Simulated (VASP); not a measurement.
# LaB6: B into a neighbouring B vacancy, part 3 of 5

Aim: the barrier for one hop in LaB6: B into a neighbouring B vacancy. The start is a cell from a database of measured crystal structures.

VASP 6.6.1; PBE; plane waves and PAW (La, B).

So far. Step 2 (Relax the host): The run ended after 3 ionic steps, 0.017 eV below its first step, once forces and stress met EDIFFG = -0.02.

### 3. Relax the start (continued)

The steps of the relaxation:

```csv
step,energy less that of the first step (eV),largest force (eV/Å)
1,0.0000,1.1606
2,-0.1406,1.1194
3,-0.1505,0.6777
4,-0.1818,0.3427
5,-0.1822,0.2893
6,-0.1912,0.1437
7,-0.1914,0.1554
8,-0.1948,0.0867
9,-0.1949,0.0884
10,-0.1968,0.0589
11,-0.1965,0.0599
12,-0.1966,0.0835
13,-0.1976,0.0489
```

The atoms that moved most (Å):

```csv
atom,dx,dy,dz,length
B9,0.051,0.032,-0.012,0.061
B11,-0.041,0.024,0.003,0.047
B12,-0.040,-0.020,0.004,0.044
B19,-0.003,0.021,-0.033,0.040
B20,0.002,0.033,0.021,0.039
B17,-0.020,-0.022,-0.021,0.036
B14,-0.005,0.036,-0.001,0.036
B24,0.006,-0.023,0.025,0.035
```

Final coordinates:

```cif
data_structure
_symmetry_space_group_name_H-M 'P 1'
_symmetry_Int_Tables_number 1
_cell_length_a 7.1952
_cell_length_b 7.1952
_cell_length_c 7.1952
_cell_angle_alpha 109.471
_cell_angle_beta 109.471
_cell_angle_gamma 109.471
_cell_volume 286.76
loop_
_atom_site_label
_atom_site_type_symbol
_atom_site_fract_x
_atom_site_fract_y
_atom_site_fract_z
_atom_site_occupancy
La1 La 0.00181 0.00203 0.00087 1
La2 La 0.50120 0.50125 0.99927 1
La3 La 0.50138 0.00093 0.49955 1
La4 La 0.00181 0.50120 0.50001 1
B5 B 0.14994 0.14950 0.49998 1
B6 B 0.14869 0.64791 0.99981 1
B7 B 0.64792 0.14813 0.99962 1
B8 B 0.35456 0.35446 0.50018 1
B9 B 0.84725 0.84756 0.49881 1
B10 B 0.84907 0.34882 0.99930 1
B11 B 0.34949 0.84953 0.00034 1
B12 B 0.65140 0.50222 0.64949 1
B13 B 0.14744 0.99787 0.64911 1
B14 B 0.14975 0.49784 0.15112 1
B15 B 0.64885 0.99951 0.14910 1
B16 B 0.50122 0.65078 0.64955 1
B17 B 0.99773 0.14746 0.64863 1
B18 B 0.99946 0.64830 0.14895 1
B19 B 0.49817 0.15007 0.15187 1
B20 B 0.35254 0.50191 0.35102 1
B21 B 0.84872 0.99814 0.34934 1
B22 B 0.84729 0.49835 0.84823 1
B23 B 0.34909 0.99915 0.85062 1
B24 B 0.50244 0.35344 0.35130 1
B25 B 0.99816 0.84809 0.34955 1
B26 B 0.99874 0.34902 0.84959 1
B27 B 0.49790 0.84679 0.84839 1
```

This step gave:

```
electronic cycles       : 170
electrons               : 113
free energy (TOTEN)     : -185.8189 eV
energy at zero smearing : -185.8187 eV
Fermi energy            : 8.055 eV
```

The run ended after 13 ionic steps, 0.198 eV below its first step, once the forces on the free atoms met EDIFFG = -0.05.

### 4. Relax the end

The end state is relaxed in the same way, so that both ends share their errors.

INCAR

```
SYSTEM = La4B23
PREC = Normal
ENCUT = 320
EDIFF = 1E-05
NELM = 120
ISMEAR = 1
SIGMA = 0.15
LREAL = Auto
ALGO = Fast
GGA = PE
NBANDS = 75
LASPH = .TRUE.
LORBIT = 11
LWAVE = .FALSE.
LCHARG = .FALSE.
KPAR = 5
IBRION = 2
NSW = 60
ISIF = 2
EDIFFG = -0.05
POTIM = 0.4
MAXMIX = 40
ISYM = 0
```

POSCAR

```
La4B23
1.0
   -4.1541656221      4.1541656221      4.1541656221
    4.1541656221     -4.1541656221      4.1541656221
    4.1541656221      4.1541656221     -4.1541656221
La B
4 23
Direct
   -0.0068028398     -0.0024109059     -0.0034596993
    0.5000951374      0.5005862686      0.0037638221
    0.5022001479      0.0011250287      0.5010700699
    0.0003891450      0.5018810368      0.5027267276
    0.1472624791      0.1440979667      0.5019183028
    0.1467876849      0.6463744722     -0.0002543356
    0.6506476963      0.1530166308     -0.0007666218
    0.3544054500      0.3524923213      0.5013084725
    0.6443860211      0.6474158732      0.4988137412
    0.8479351880      0.3524238783      0.0039528803
    0.3514511481      0.8522591766     -0.0001135107
    0.6484523242      0.4983615205      0.6502541491
    0.1492535750      0.0027332987      0.6487809859
    0.1405323580      0.4977316944      0.1501375762
    0.6538632859     -0.0009244843      0.1577576987
    0.4993939754      0.6451048717      0.6485464545
    0.0004426512      0.1502019096      0.6480832662
    0.0002439710      0.6487387704      0.1498326510
    0.4969422839      0.1458182438      0.1473361741
    0.3445243864      0.4973848434      0.3471709091
    0.8496028415      0.0033774768      0.3532398266
    0.8482973901      0.5006812464      0.8500789074
    0.3477497747     -0.0017672574      0.8515638871
    0.4960364751      0.3493244460      0.3504453546
    0.0029771440      0.8516102517      0.3467528488
   -0.0047608802      0.3418846273      0.8474161839
    0.5015957551      0.8492871487      0.8520223063
```

KPOINTS

```
Automatic mesh
0
Gamma
3 3 3
0 0 0
```

PAW data sets: La and B (PBE family, release 64).

The run is started by

```
mpirun -np 5 vasp_std
```

What it wrote:

```text
[... set-up lines as in an earlier step ...]
 entering main loop
       N       E                     dE             d eps       ncg     rms          rms(c)
DAV:   1     0.104093231219E+04    0.10409E+04   -0.28630E+04  2116   0.130E+03
DAV:   2     0.128611495715E+03   -0.91232E+03   -0.84476E+03  2636   0.341E+02
DAV:   3    -0.166214561530E+03   -0.29483E+03   -0.28129E+03  3340   0.173E+02
DAV:   4    -0.200634110682E+03   -0.34420E+02   -0.33161E+02  3622   0.901E+01
DAV:   5    -0.203163916545E+03   -0.25298E+01   -0.24979E+01  3976   0.259E+01    0.186E+01
RMM:   6    -0.186405802549E+03    0.16758E+02   -0.39289E+01  2890   0.214E+01    0.977E+00
RMM:   7    -0.185627344368E+03    0.77846E+00   -0.30085E+01  3141   0.136E+01    0.447E+00
RMM:   8    -0.185329046338E+03    0.29830E+00   -0.33819E+00  2952   0.942E+00    0.265E+00
RMM:   9    -0.185423685290E+03   -0.94639E-01   -0.13512E+00  3429   0.298E+00    0.809E-01
RMM:  10    -0.185466206472E+03   -0.42521E-01   -0.49570E-01  3657   0.174E+00    0.359E-01
RMM:  11    -0.185487527678E+03   -0.21321E-01   -0.23818E-01  3707   0.118E+00    0.170E-01
RMM:  12    -0.185499238752E+03   -0.11711E-01   -0.13588E-01  3703   0.940E-01    0.795E-02
RMM:  13    -0.185510208349E+03   -0.10970E-01   -0.11699E-01  3707   0.763E-01    0.418E-02
RMM:  14    -0.185516670234E+03   -0.64619E-02   -0.69857E-02  3708   0.653E-01    0.440E-02
RMM:  15    -0.185522854326E+03   -0.61841E-02   -0.66663E-02  3573   0.575E-01    0.608E-02
RMM:  16    -0.185526993710E+03   -0.41394E-02   -0.43951E-02  3552   0.523E-01    0.946E-02
RMM:  17    -0.185530456575E+03   -0.34629E-02   -0.39542E-02  3545   0.469E-01    0.724E-02
RMM:  18    -0.185532857862E+03   -0.24013E-02   -0.27239E-02  3543   0.422E-01    0.573E-02
RMM:  19    -0.185535230203E+03   -0.23723E-02   -0.24855E-02  3543   0.382E-01    0.977E-02
RMM:  20    -0.185536616175E+03   -0.13860E-02   -0.17185E-02  3536   0.354E-01    0.716E-02
RMM:  21    -0.185538129874E+03   -0.15137E-02   -0.16552E-02  3544   0.314E-01    0.784E-02
RMM:  22    -0.185539051201E+03   -0.92133E-03   -0.10774E-02  3541   0.300E-01    0.534E-02
RMM:  23    -0.185540039958E+03   -0.98876E-03   -0.10739E-02  3542   0.260E-01    0.514E-02
RMM:  24    -0.185540751395E+03   -0.71144E-03   -0.68354E-03  3609   0.250E-01    0.573E-02
RMM:  25    -0.185541546458E+03   -0.79506E-03   -0.70972E-03  3620   0.221E-01    0.832E-02
RMM:  26    -0.185541944814E+03   -0.39836E-03   -0.41953E-03  3558   0.192E-01    0.904E-02
RMM:  27    -0.185542087804E+03   -0.14299E-03   -0.44122E-03  3528   0.194E-01    0.473E-02
RMM:  28    -0.185542399612E+03   -0.31181E-03   -0.33675E-03  3491   0.165E-01    0.496E-02
RMM:  29    -0.185542647878E+03   -0.24827E-03   -0.27360E-03  3436   0.150E-01    0.446E-02
WARNING in EDDRMM: call to ZHEGV failed, returncode =   8  4     43
RMM:  30    -0.185542853520E+03   -0.20564E-03   -0.22152E-03  3395   0.138E-01    0.420E-02
RMM:  31    -0.185543018204E+03   -0.16468E-03   -0.18504E-03  3361   0.128E-01    0.356E-02
RMM:  32    -0.185543152678E+03   -0.13447E-03   -0.15617E-03  3338   0.120E-01    0.283E-02
RMM:  33    -0.185543269026E+03   -0.11635E-03   -0.12596E-03  3303   0.111E-01    0.256E-02
RMM:  34    -0.185543367521E+03   -0.98496E-04   -0.10478E-03  3266   0.104E-01    0.268E-02
RMM:  35    -0.185543444771E+03   -0.77250E-04   -0.86755E-04  3198   0.969E-02    0.220E-02
RMM:  36    -0.185543513050E+03   -0.68279E-04   -0.72646E-04  3185   0.917E-02    0.217E-02
RMM:  37    -0.185543562703E+03   -0.49653E-04   -0.64863E-04  3095   0.887E-02    0.108E-02
RMM:  38    -0.185543609283E+03   -0.46580E-04   -0.53325E-04  3083   0.832E-02    0.652E-03
RMM:  39    -0.185543649330E+03   -0.40047E-04   -0.44203E-04  2985   0.787E-02    0.403E-03
RMM:  40    -0.185543683388E+03   -0.34058E-04   -0.37408E-04  2855   0.744E-02    0.153E-03
RMM:  41    -0.185543712317E+03   -0.28929E-04   -0.31385E-04  2762   0.722E-02    0.730E-04
RMM:  42    -0.185543736833E+03   -0.24517E-04   -0.26805E-04  2673   0.691E-02    0.182E-03
RMM:  43    -0.185543757705E+03   -0.20872E-04   -0.22590E-04  2606   0.663E-02    0.231E-03
RMM:  44    -0.185543775204E+03   -0.17499E-04   -0.19093E-04  2545   0.647E-02    0.312E-03
RMM:  45    -0.185543790717E+03   -0.15513E-04   -0.16799E-04  2488   0.613E-02    0.401E-03
RMM:  46    -0.185543803744E+03   -0.13026E-04   -0.14269E-04  2459   0.605E-02    0.463E-03
RMM:  47    -0.185543815881E+03   -0.12137E-04   -0.13093E-04  2397   0.565E-02    0.560E-03
RMM:  48    -0.185543826058E+03   -0.10177E-04   -0.11179E-04  2366   0.549E-02    0.624E-03
RMM:  49    -0.185543834917E+03   -0.88588E-05   -0.96638E-05  2342   0.498E-02
   1 F= -.18554383E+03 E0= -.18554694E+03  d E =-.185544E+03
 curvature:   0.00 expect dE= 0.000E+00 dE for cont linesearch  0.000E+00
 trial: gam= 0.00000 g(F)=  0.706E+00 g(S)=  0.000E+00 ort = 0.000E+00 (trialstep = 0.100E+01)
 search vector abs. value=  0.706E+00
 bond charge predicted
       N       E                     dE             d eps       ncg     rms          rms(c)
DAV:   1    -0.185627760061E+03   -0.83934E-01   -0.30255E+01  2386   0.179E+01    0.164E+00
RMM:   2    -0.187708769472E+03   -0.20810E+01   -0.10938E+01  2892   0.133E+01    0.110E+01
RMM:   3    -0.185689419992E+03    0.20193E+01   -0.41045E+00  2877   0.755E+00    0.150E+00
RMM:   4    -0.185835815000E+03   -0.14640E+00   -0.42136E+00  2962   0.655E+00    0.321E+00
RMM:   5    -0.185749851013E+03    0.85964E-01   -0.32882E-01  2898   0.251E+00    0.162E+00
RMM:   6    -0.185805882167E+03   -0.56031E-01   -0.14993E-01  3093   0.127E+00    0.208E+00
RMM:   7    -0.185860163066E+03   -0.54281E-01   -0.12759E-01  3147   0.937E-01    0.244E+00
RMM:   8    -0.185880360486E+03   -0.20197E-01   -0.84151E-02  3244   0.906E-01    0.328E+00
RMM:   9    -0.185887333772E+03   -0.69733E-02   -0.18065E-02  3435   0.343E-01    0.327E+00
RMM:  10    -0.185919744894E+03   -0.32411E-01   -0.16109E-02  3162   0.401E-01    0.347E+00
RMM:  11    -0.185941033759E+03   -0.21289E-01   -0.80804E-03  3222   0.266E-01    0.360E+00
RMM:  12    -0.185935655484E+03    0.53783E-02   -0.17376E-03  3097   0.120E-01    0.358E+00
RMM:  13    -0.185802532993E+03    0.13312E+00   -0.70310E-02  3700   0.105E+00    0.294E+00
RMM:  14    -0.185810296839E+03   -0.77638E-02   -0.52370E-03  3289   0.305E-01    0.292E+00
RMM:  15    -0.185850883821E+03   -0.40587E-01   -0.16977E-02  3350   0.575E-01    0.307E+00
RMM:  16    -0.185838928231E+03    0.11956E-01   -0.17164E-03  3130   0.158E-01    0.299E+00
RMM:  17    -0.185804105043E+03    0.34823E-01   -0.91063E-02  3718   0.997E-01    0.235E+00
RMM:  18    -0.185684706574E+03    0.11940E+00   -0.74816E-01  3718   0.328E+00    0.103E+00
RMM:  19    -0.185650562254E+03    0.34144E-01   -0.59946E-01  3714   0.253E+00    0.254E+00
RMM:  20    -0.185656554092E+03   -0.59918E-02   -0.67286E-02  3583   0.959E-01    0.184E+00
RMM:  21    -0.185669422678E+03   -0.12869E-01   -0.78754E-02  3711   0.103E+00    0.143E+00
RMM:  22    -0.185679168441E+03   -0.97458E-02   -0.19760E-02  3462   0.440E-01    0.119E+00
RMM:  23    -0.185714396105E+03   -0.35228E-01   -0.11274E-01  3716   0.129E+00    0.129E+00
RMM:  24    -0.185682529802E+03    0.31866E-01   -0.10692E-01  3714   0.103E+00    0.186E+00
RMM:  25    -0.185683472984E+03   -0.94318E-03   -0.10161E-02  3418   0.254E-01    0.183E+00
RMM:  26    -0.185681401349E+03    0.20716E-02   -0.51591E-03  3371   0.205E-01    0.188E+00
RMM:  27    -0.185680675739E+03    0.72561E-03   -0.21938E-03  3249   0.138E-01    0.190E+00
RMM:  28    -0.185694036457E+03   -0.13361E-01   -0.16276E-02  3645   0.439E-01    0.215E+00
RMM:  29    -0.185689461135E+03    0.45753E-02   -0.17018E-03  3271   0.129E-01    0.211E+00
RMM:  30    -0.185680003713E+03    0.94574E-02   -0.11787E-03  3224   0.130E-01    0.211E+00
[...]
RMM:  41    -0.185685197323E+03    0.17470E-03   -0.36759E-04  2695   0.803E-02    0.187E-01
RMM:  42    -0.185685006550E+03    0.19077E-03   -0.15230E-04  2198   0.613E-02    0.152E-01
RMM:  43    -0.185684708572E+03    0.29798E-03   -0.43500E-04  3013   0.760E-02    0.105E-01
RMM:  44    -0.185684722544E+03   -0.13973E-04   -0.15256E-04  2290   0.564E-02    0.111E-01
RMM:  45    -0.185684756944E+03   -0.34399E-04   -0.27103E-05  1482   0.370E-02    0.119E-01
RMM:  46    -0.185684912613E+03   -0.15567E-03   -0.74259E-05  1743   0.513E-02    0.146E-01
RMM:  47    -0.185684936375E+03   -0.23762E-04   -0.30597E-05  1497   0.411E-02    0.150E-01
RMM:  48    -0.185684520724E+03    0.41565E-03   -0.72804E-04  3463   0.135E-01    0.753E-02
RMM:  49    -0.185684464780E+03    0.55944E-04   -0.18955E-04  2647   0.566E-02    0.519E-02
RMM:  50    -0.185684416604E+03    0.48176E-04   -0.39796E-04  3267   0.870E-02    0.242E-02
RMM:  51    -0.185684417979E+03   -0.13752E-05   -0.10432E-04  2058   0.526E-02    0.315E-02
RMM:  52    -0.185684419404E+03   -0.14248E-05   -0.20778E-05  1378   0.468E-02
   2 F= -.18568442E+03 E0= -.18568450E+03  d E =-.140584E+00
[... from here on, the cycles between the ionic steps are left out ...]
   3 F= -.18576263E+03 E0= -.18576385E+03  d E =-.218799E+00
   4 F= -.18579449E+03 E0= -.18579446E+03  d E =-.318530E-01
   5 F= -.18579470E+03 E0= -.18579461E+03  d E =-.320689E-01
   6 F= -.18580637E+03 E0= -.18580675E+03  d E =-.116630E-01
   7 F= -.18580724E+03 E0= -.18580774E+03  d E =-.125380E-01
   8 F= -.18581426E+03 E0= -.18581432E+03  d E =-.702280E-02
   9 F= -.18581429E+03 E0= -.18581432E+03  d E =-.704536E-02
  10 F= -.18581722E+03 E0= -.18581714E+03  d E =-.293864E-02
  11 F= -.18581756E+03 E0= -.18581745E+03  d E =-.327381E-02
  12 F= -.18581759E+03 E0= -.18581740E+03  d E =-.330484E-02
  13 F= -.18581767E+03 E0= -.18581753E+03  d E =-.338520E-02
  14 F= -.18581768E+03 E0= -.18581751E+03  d E =-.339023E-02
 curvature:  -2.46 expect dE=-0.702E-02 dE for cont linesearch -0.739E-04
 trial: gam= 0.76151 g(F)=  0.285E-02 g(S)=  0.000E+00 ort =-0.475E-03 (trialstep = 0.113E+01)
 search vector abs. value=  0.648E-02
 bond charge predicted
       N       E                     dE             d eps       ncg     rms          rms(c)
DAV:   1    -0.185817204947E+03    0.46983E-03   -0.32284E-01  2116   0.209E+00    0.130E-01
RMM:   2    -0.185818564356E+03   -0.13594E-02   -0.17415E-02  2622   0.103E+00    0.635E-02
RMM:   3    -0.185819067286E+03   -0.50293E-03   -0.59651E-03  3014   0.298E-01    0.311E-02
RMM:   4    -0.185819171454E+03   -0.10417E-03   -0.13788E-03  3184   0.119E-01    0.318E-02
RMM:   5    -0.185819245006E+03   -0.73552E-04   -0.48235E-04  3182   0.670E-02    0.482E-02
RMM:   6    -0.185819250403E+03   -0.53973E-05   -0.14953E-04  2600   0.385E-02    0.502E-02
RMM:   7    -0.185819265199E+03   -0.14797E-04   -0.86849E-05  2072   0.432E-02    0.555E-02
RMM:   8    -0.185819247480E+03    0.17720E-04   -0.41205E-05  1770   0.298E-02    0.512E-02
RMM:   9    -0.185819262836E+03   -0.15356E-04   -0.30423E-05  1540   0.324E-02    0.544E-02
RMM:  10    -0.185819276516E+03   -0.13680E-04   -0.22259E-05  1470   0.258E-02    0.579E-02
RMM:  11    -0.185819285842E+03   -0.93265E-05   -0.14727E-05  1436   0.308E-02
  15 F= -.18581929E+03 E0= -.18581908E+03  d E =-.160935E-02
 trial-energy change:   -0.001609  1 .order   -0.001267   -0.002823    0.000288
 step:   1.0678(harm=  1.0276)  dis= 0.00505  next Energy=  -185.819294 (dE=-0.162E-02)
 reached required accuracy - stopping structural energy minimisation
```

Elapsed: 5.3 min, on 5 MPI ranks of AMD EPYC 9R14 (Zen 4), shared host; peak memory 1.3 GiB.

Parts of OUTCAR (step 4):

```text
 Found     14 irreducible k-points:

   NELECT =     113.0000    total number of electrons

 E-fermi :   8.0546

 k-point     1 :       0.0000    0.0000    0.0000
  band No.  band energies     occupation
    ...
     52       5.9501      2.00000
     53       6.6205      2.00000
     54       7.4181      2.00000
     55       7.4235      2.00000
     56       7.9593      1.87055
     57       8.5713     -0.00001
     58       8.7354     -0.00000
     59       8.7374     -0.00000
     60       9.3399     -0.00000
     61       9.3420     -0.00000
    ...

 k-point     2 :       0.3333    0.0000    0.0000
  band No.  band energies     occupation
    ...
     52       5.6243      2.00000
     53       6.2171      2.00000
     54       6.5374      2.00000
     55       7.4856      2.00000
     56       7.5586      2.00003
     57       8.3636     -0.01309
     58       8.5366     -0.00005
     59       8.7326     -0.00000
     60       8.8727     -0.00000
     61       9.0656     -0.00000
    ...

  Total       -2.5026835     -2.4743632     -5.6665722     -0.0408083      0.1019709      0.0071163
  in kB      -13.9831526    -13.8249196    -31.6606330     -0.2280068      0.5697384      0.0397607
  external PRESSURE =     -19.8229017 kB  Pullay stress =       0.0000000 kB

 POSITION                                       TOTAL-FORCE (eV/Angst)
 -----------------------------------------------------------------------------------
      0.00571      0.00232      8.28394         0.004236     -0.014943      0.003669
      0.00322      0.00008      4.12941         0.001430     -0.006145      0.014824
      4.15779     -0.00272      4.12866         0.010438      0.000185      0.031164
      0.00147      4.15329      4.13083         0.007404      0.013656      0.009978
      2.08377      2.07922     -0.87815        -0.017111     -0.014116     -0.011510
      2.08039     -2.07804      3.31621        -0.009598      0.021041      0.022414
     -2.07292      2.07492      3.31570         0.007387      0.007453      0.019009
      2.08498      2.07689      0.82306        -0.024123     -0.000267     -0.017949
      2.07918      2.07011      3.32966        -0.013438      0.032390     -0.020499
     -2.07370      2.07506      4.98628         0.009186     -0.016365      0.016511
      2.08012     -2.07507      4.98688        -0.013656     -0.017433     -0.011868
      2.08073      3.31930      2.08238        -0.019944     -0.036707     -0.000732
      6.23247     -0.83768      2.04731         0.009976      0.020886      0.001945
      2.08197     -0.83738      2.07046        -0.008395     -0.013452      0.010072
     -2.07358      3.33608      2.08011         0.010575     -0.005978     -0.003021
      3.32467      2.07555      2.08274        -0.005685      0.004822     -0.026592
     -0.83458      6.23411      2.04533         0.011659     -0.023942      0.017112
      3.33918     -2.07932      2.07943         0.012452      0.000415     -0.012044
     -0.83175      2.07450      2.06945        -0.006823      0.012858      0.023210
      2.08138      0.83005      2.07806         0.006165      0.028714     -0.022151
      2.08128      0.83666      6.20692         0.003134      0.013031     -0.009647
      2.07766      4.98840      2.07576         0.023510     -0.010761     -0.030186
      2.07957      4.97223     -2.07690        -0.005912     -0.017343     -0.005250
      0.83722      2.07254      2.07514         0.016400      0.027819      0.013980
      0.84093      2.07613      6.20459        -0.009118     -0.006280      0.008317
      4.97557      2.07739     -2.07561        -0.023659      0.002054     -0.019411
      4.99275      2.07702      2.07372         0.023509     -0.001597     -0.001347
 -----------------------------------------------------------------------------------
    total drift:                                0.025463     -0.009354      0.009070

  FREE ENERGIE OF THE ION-ELECTRON SYSTEM (eV)
  ---------------------------------------------------
  free  energy   TOTEN  =      -185.8192858422 eV

  energy  without entropy=     -185.8186699982  energy(sigma->0) =     -185.81908056

 total charge
# of ion       s       p       d       f       tot
--------------------------------------------------
    1        1.995   5.664   0.628   0.208   8.495
    2        1.995   5.664   0.628   0.208   8.495
    3        1.995   5.664   0.628   0.208   8.495
    4        1.995   5.664   0.628   0.208   8.495
    5        0.697   1.351   0.000   0.000   2.048
    6        0.702   1.365   0.000   0.000   2.067
    7        0.702   1.364   0.000   0.000   2.066
    8        0.702   1.324   0.000   0.000   2.026
    9        0.690   1.196   0.000   0.000   1.886
   10        0.699   1.367   0.000   0.000   2.066
   11        0.699   1.368   0.000   0.000   2.067
   12        0.700   1.361   0.000   0.000   2.062
   13        0.700   1.308   0.000   0.000   2.008
   14        0.700   1.375   0.000   0.000   2.075
   15        0.703   1.356   0.000   0.000   2.059
   16        0.701   1.364   0.000   0.000   2.064
   17        0.700   1.306   0.000   0.000   2.006
   18        0.703   1.357   0.000   0.000   2.059
   19        0.700   1.373   0.000   0.000   2.073
   20        0.701   1.364   0.000   0.000   2.065
   21        0.700   1.307   0.000   0.000   2.007
   22        0.700   1.373   0.000   0.000   2.073
   23        0.703   1.357   0.000   0.000   2.060
   24        0.701   1.362   0.000   0.000   2.063
   25        0.700   1.307   0.000   0.000   2.007
   26        0.703   1.356   0.000   0.000   2.059
   27        0.700   1.374   0.000   0.000   2.074
--------------------------------------------------
tot         24.087  53.591   2.512   0.832  81.022

[... 6 parts as in an earlier step ...]

[... 6 further parts left out ...]
```

(Part 3 of 5 ends here.)

[Lines on the potential files, build, host, timing and source positions are cut from VASP's logs without a mark.]

[Logs are printed without paths, hosts, clocks, repeated set-up lines and the standing remarks that a program may print on its own settings, such as how far it seeks lower states.]

[Hosts, paths, dates, database ids (printed as entryN), source tags and the programs' standing remarks are cut or masked in the printed files.]

[Runs that stopped without an error message from VASP are left out.]
